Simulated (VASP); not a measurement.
# What goes wrong when SiC is relaxed with a bad input, part 2 of 2

Some relaxations of SiC get a fault in the input on purpose. Which of them show, and how? The starting structure is a computed structure from the Materials Project. The first relaxation on each setting starts from this cell expanded by 3 % in volume.

VASP 6.6.1.

Results so far: reference 10.35 Å³ an atom; low precision and a small cutoff 10.12 Å³ an atom; a smearing far too wide 10.39 Å³ an atom.

## (5) Relaxation with too few electronic steps

Level of this step: PBEsol; plane waves and PAW (Si, C) (VASP).

A slip made on purpose: too few electronic steps. Against step 2 the input has NELM = 4 (also changed: NSW).

INCAR reads:

```
SYSTEM = SiC
PREC = Accurate
ENCUT = 520
EDIFF = 1E-06
NELM = 4
ISMEAR = 0
SIGMA = 0.03
LREAL = .FALSE.
ALGO = Normal
GGA = PS
NBANDS = 24
LORBIT = 11
LWAVE = .FALSE.
LCHARG = .FALSE.
KPAR = 8
IBRION = 2
NSW = 30
ISIF = 3
EDIFFG = -0.006
```

POSCAR reads:

```
SiC
1.0
    3.1061485476      0.0000000000      0.0000000000
   -1.5530742738      2.6900035502      0.0000000000
    0.0000000000      0.0000000000     10.1703623361
Si C
4 4
Direct
    0.0000000000      0.0000000000      0.1878943800
    0.0000000000      0.0000000000      0.6878943800
    0.3333333333      0.6666666667      0.4378419800
    0.6666666667      0.3333333333      0.9378419800
    0.0000000000      0.0000000000      0.0004600500
    0.0000000000      0.0000000000      0.5004600500
    0.3333333333      0.6666666667      0.2498025900
    0.6666666667      0.3333333333      0.7498025900
```

KPOINTS reads:

```
Automatic mesh
0
Gamma
9 9 2
0 0 0
```

PAW data sets: Si and C (PBE family, release 64).

On the command line:

```console
$ mpirun -np 8 vasp_std
```

The program printed:

```text
[... set-up lines as in an earlier step ...]
 entering main loop
       N       E                     dE             d eps       ncg     rms          rms(c)
DAV:   1     0.718036179128E+02    0.71804E+02   -0.14453E+04  1152   0.120E+03
DAV:   2    -0.634431091564E+02   -0.13525E+03   -0.12609E+03  1576   0.197E+02
DAV:   3    -0.704332182563E+02   -0.69901E+01   -0.69441E+01  1536   0.436E+01
DAV:   4    -0.705284243909E+02   -0.95206E-01   -0.95118E-01  1496   0.594E+00
 -----------------------------------------------------------------------------
|                                                                             |
|           W    W    AA    RRRRR   N    N  II  N    N   GGGG   !!!           |
|           W    W   A  A   R    R  NN   N  II  NN   N  G    G  !!!           |
|           W    W  A    A  R    R  N N  N  II  N N  N  G       !!!           |
|           W WW W  AAAAAA  RRRRR   N  N N  II  N  N N  G  GGG   !            |
|           WW  WW  A    A  R   R   N   NN  II  N   NN  G    G                |
|           W    W  A    A  R    R  N    N  II  N    N   GGGG   !!!           |
[...]
[... from here on, the cycles between the ionic steps are left out ...]
   2 F= -.52017199E+02 E0= -.52017199E+02  d E =0.185112E+02
[...]
|     The electronic self-consistency was not achieved in the given           |
   3 F= -.59745204E+02 E0= -.59745204E+02  d E =0.107832E+02
   5 F= -.63134540E+02 E0= -.63134540E+02  d E =0.739388E+01
   7 F= -.63560142E+02 E0= -.63560142E+02  d E =0.696828E+01
   9 F= -.63618260E+02 E0= -.63618260E+02  d E =0.691016E+01
  11 F= -.63629544E+02 E0= -.63629544E+02  d E =0.689888E+01
  13 F= -.63632159E+02 E0= -.63632159E+02  d E =0.689627E+01
  15 F= -.63632800E+02 E0= -.63632800E+02  d E =0.689562E+01
  17 F= -.63632959E+02 E0= -.63632959E+02  d E =0.689547E+01
  19 F= -.63632999E+02 E0= -.63632999E+02  d E =0.689543E+01
  21 F= -.63670964E+02 E0= -.63670964E+02  d E =-.379650E-01
  23 F= -.63670928E+02 E0= -.63670928E+02  d E =-.330484E-05
  24 F= -.63670928E+02 E0= -.63670928E+02  d E =-.382876E-05
  25 F= -.63670936E+02 E0= -.63670936E+02  d E =-.738393E-05
[...]
trial-energy change:   -0.000007  1 .order   -0.000008   -0.000009   -0.000007
 step:   0.5903(harm=  0.6388)  dis= 0.00004  next Energy=   -63.670947 (dE=-0.187E-04)
 reached required accuracy - stopping structural energy minimisation
```

Elapsed: 39 s, on 8 MPI ranks of Intel Xeon 6975P-C (Granite Rapids), shared host; peak memory 2 GiB.

From OUTCAR (step 5):

```text
  Total       -0.0444699     -0.0444699     -0.0420374      0.0000000      0.0000000      0.0000000
  in kB       -0.8601754     -0.8601754     -0.8131243      0.0000000      0.0000000      0.0000000
  external PRESSURE =      -0.8444917 kB  Pullay stress =       0.0000000 kB

 POSITION                                       TOTAL-FORCE (eV/Angst)
 -----------------------------------------------------------------------------------
      0.00000      0.00000      1.89451         0.000000     -0.000000      0.000779
      3.07994     -0.00000      6.93582        -0.000000     -0.000000      0.000779
     -0.00000      1.77821      4.41458         0.000000     -0.000000      0.000673
      1.53997      0.88910      9.45589        -0.000000     -0.000000      0.000673
      0.00000      0.00000      0.00458         0.000000      0.000000     -0.001025
      0.00000      0.00000      5.04589        -0.000000     -0.000000     -0.001025
     -0.00000      1.77821      2.51869         0.000000     -0.000000     -0.000427
      1.53997      0.88910      7.56000        -0.000000      0.000000     -0.000427
 -----------------------------------------------------------------------------------
    total drift:                               -0.000000     -0.000000     -0.000179

  FREE ENERGIE OF THE ION-ELECTRON SYSTEM (eV)
  ---------------------------------------------------
  free  energy   TOTEN  =       -63.6709357063 eV

  energy  without entropy=      -63.6709357063  energy(sigma->0) =      -63.67093571

[... 2 parts as in an earlier step ...]

[... 2 further parts left out ...]
[key lines of the parts left out:]
E-fermi :   8.2756
```

Logs of long relaxations may skip ionic steps without a mark.

With too few electronic steps the cell ends at 10.354 Å³ an atom, +0.03 % from the reference.

## (6) Relaxation with a loose energy criterion for the relaxation

A slip made on purpose: a loose energy criterion for the relaxation. Against step 2 the input has EDIFFG = 0.1 (also changed: NELM).

INCAR: that of step 5 with these lines changed.

```diff
@@ -4,3 +4,3 @@
 EDIFF = 1E-06
-NELM = 4
+NELM = 60
 ISMEAR = 0
@@ -16,4 +16,4 @@
 IBRION = 2
-NSW = 30
+NSW = 50
 ISIF = 3
-EDIFFG = -0.006
+EDIFFG = 0.1
```

POSCAR is that of step 5.

KPOINTS is that of step 5.

On the command line:

```console
$ mpirun -np 8 vasp_std
```

The program printed:

```text
[... set-up lines as in an earlier step ...]
 entering main loop
       N       E                     dE             d eps       ncg     rms          rms(c)
[... 4 cycles as in an earlier step ...]
DAV:   5    -0.705302987232E+02   -0.18743E-02   -0.18739E-02  1536   0.789E-01    0.169E+01
DAV:   6    -0.638965176964E+02    0.66338E+01   -0.19406E+01  1488   0.196E+01    0.770E+00
DAV:   7    -0.636901689595E+02    0.20635E+00   -0.18194E+00  1584   0.624E+00    0.322E+00
DAV:   8    -0.636389785757E+02    0.51190E-01   -0.11457E-01  1392   0.167E+00    0.904E-01
DAV:   9    -0.636327655219E+02    0.62131E-02   -0.15121E-02  1504   0.653E-01    0.155E-01
DAV:  10    -0.636329975411E+02   -0.23202E-03   -0.95717E-04  1496   0.168E-01    0.732E-02
DAV:  11    -0.636330127351E+02   -0.15194E-04   -0.84480E-05  1496   0.603E-02    0.131E-02
DAV:  12    -0.636330130975E+02   -0.36237E-06   -0.47564E-06  1448   0.123E-02
   1 F= -.63633013E+02 E0= -.63633013E+02  d E =-.636330E+02
[...]
N       E                     dE             d eps       ncg     rms          rms(c)
[...]
DAV:   8    -0.636290411610E+02    0.80689E-07   -0.30734E-07   904   0.348E-03
   2 F= -.63629041E+02 E0= -.63629041E+02  d E =0.397194E-02
 trial-energy change:    0.003972  1 .order    0.006616   -0.151524    0.164756
 step:   0.4916(harm=  0.4791)  dis= 0.00016  next Energy=   -63.670573 (dE=-0.376E-01)
[...]
N       E                     dE             d eps       ncg     rms          rms(c)
DAV:   1    -0.636878123361E+02   -0.58771E-01   -0.65219E-01  1416   0.516E+00    0.982E-01
DAV:   2    -0.636746394322E+02    0.13173E-01   -0.25620E-02  1416   0.877E-01    0.485E-01
DAV:   3    -0.636713501749E+02    0.32893E-02   -0.89210E-03  1464   0.453E-01    0.917E-02
DAV:   4    -0.636710154566E+02    0.33472E-03   -0.83824E-04  1464   0.140E-01    0.425E-02
DAV:   5    -0.636709489013E+02    0.66555E-04   -0.71978E-05  1416   0.429E-02    0.354E-02
DAV:   6    -0.636709408804E+02    0.80209E-05   -0.36360E-06  1408   0.105E-02    0.865E-03
DAV:   7    -0.636709382956E+02    0.25847E-05   -0.50922E-06  1424   0.962E-03    0.398E-03
DAV:   8    -0.636709383079E+02   -0.12294E-07   -0.13288E-07   888   0.228E-03
   3 F= -.63670938E+02 E0= -.63670938E+02  d E =-.379252E-01
[...]
reached required accuracy - stopping structural energy minimisation
```

Run time: 9.6 s. Hardware: 8 MPI ranks; peak memory 1.9 GiB; 72 s of CPU time.

From OUTCAR (step 6):

```text
  Total        0.0058322      0.0058322     -0.0409329      0.0000000      0.0000000      0.0000000
  in kB        0.1128387      0.1128387     -0.7919502      0.0000000      0.0000000      0.0000000
  external PRESSURE =      -0.1887576 kB  Pullay stress =       0.0000000 kB

 POSITION                                       TOTAL-FORCE (eV/Angst)
 -----------------------------------------------------------------------------------
     -0.00000     -0.00000      1.89444         0.000000     -0.000000      0.003397
      0.00000     -0.00000      6.93586        -0.000000     -0.000000      0.003397
     -0.00000      1.77797      4.41484         0.000000     -0.000000     -0.006810
      1.53977      0.88899      9.45626        -0.000000     -0.000000     -0.006810
      0.00000     -0.00000      0.00460        -0.000000      0.000000     -0.000099
     -0.00000     -0.00000      5.04602         0.000000      0.000000     -0.000099
     -0.00000      1.77797      2.51867         0.000000     -0.000000      0.003512
      1.53977      0.88899      7.56010        -0.000000      0.000000      0.003512
 -----------------------------------------------------------------------------------
    total drift:                               -0.000000     -0.000000     -0.000039

  FREE ENERGIE OF THE ION-ELECTRON SYSTEM (eV)
  ---------------------------------------------------
  free  energy   TOTEN  =       -63.6709383079 eV

  energy  without entropy=      -63.6709383079  energy(sigma->0) =      -63.67093831

[... 2 parts as in an earlier step ...]

[... 2 further parts left out ...]
[key lines of the parts left out:]
E-fermi :   8.2780
```

With a loose energy criterion for the relaxation the cell ends at 10.351 Å³ an atom, +0.01 % from the reference.

## (7) All runs side by side

| run | volume (Å³/atom) | change (%) | pressure left (GPa) | core minutes |
| --- | --- | --- | --- | --- |
| reference | 10.35 | - | 0.01 | 2.96 |
| low precision and a small cutoff | 10.123 | -2.2 | 0.0 | 0.613 |
| a smearing far too wide | 10.39 | 0.39 | -0.07 | 2.29 |
| too few electronic steps | 10.354 | 0.03 | -0.08 | 5.2 |
| a loose energy criterion for the relaxation | 10.351 | 0.01 | -0.02 | 1.28 |

Core minutes are wall time times ranks, summed over the relaxations behind a row (those for a bulk modulus apart), on shared hosts.

## (8) Outcome

```json
{"volume of the reference": "10.35 Å³/atom", "volume against the reference, low precision and a small cutoff": "-2.20 %", "volume against the reference, a smearing far too wide": "+0.39 %", "volume against the reference, too few electronic steps": "+0.03 %", "volume against the reference, a loose energy criterion for the relaxation": "+0.01 %"}
```

In words: Finished, but with signs in the output that stand out against the reference: low precision and a small cutoff, with the volume changed by -2.2 % (signs: -11.3 GPa at the first ionic step (of the first relaxations, not shown; reference: -5.5 GPa)); a smearing far too wide, with the volume changed by +0.4 % (signs: a large entropy term in the energy); too few electronic steps, with the volume changed by less than 0.1 % (signs: warnings that the electronic loop ran out of cycles, 58.6 GPa at the first ionic step (of the first relaxations, not shown; reference: -5.5 GPa) and an energy that rises by up to 2.3 eV an atom on the way). Little came of a loose energy criterion for the relaxation in this material. The reference was restarted once and the runs with a slip weren't, so their cells may not have settled fully. Further runs on this material are not shown.

[Lines on the potential files, build, host, timing and source positions are cut from VASP's logs without a mark.]

[Logs are printed without paths, hosts, clocks, repeated set-up lines and the standing remarks that a program may print on its own settings, such as how far it seeks lower states.]

[Hosts, paths, dates, database ids (printed as entryN), source tags and the programs' standing remarks are cut or masked in the printed files.]
